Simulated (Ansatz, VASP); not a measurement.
**One calculation of AlP, two programs**

```
CELL_PARAMETERS angstrom
0.00000 2.71695 2.71695
2.71695 0.00000 2.71695
2.71695 2.71695 0.00000
ATOMIC_POSITIONS crystal
Al 0.00000 0.00000 0.00000
P 0.75000 0.75000 0.75000
```

Alike in both runs: functional LDA; k mesh 8 × 8 × 8; occupations gaussian, width 0.02 eV; no spin polarisation.

Ansatz relaxed the structure, and its values are those at the end. VASP's run is a single point on that final structure, the one shown.

```csv
,VASP,Ansatz
version,VASP 6.6.1,Ansatz 0.2.0
potentials or method,"VASP PAW LDA potentials, release 64 (Al, P)","scalar-relativistic, plane waves, PAW"
plane-wave cutoff (eV),520,420
valence electrons in the cell,8,8
```

|  | VASP | Ansatz | Ansatz less VASP |
| --- | --- | --- | --- |
| gap on the k mesh at the Fermi level (eV) | 1.41 | 1.42 | +0.005 |
| least direct gap on the mesh (eV) | 3.24 | 3.23 | -0.016 |
| pressure (GPa) | 0.1 | 0.0 | -0.05 |

Ansatz warned: «pseudo_functional_mismatch».

A k mesh can miss the band edges. As with any semilocal functional, this LDA gap is likely too small.
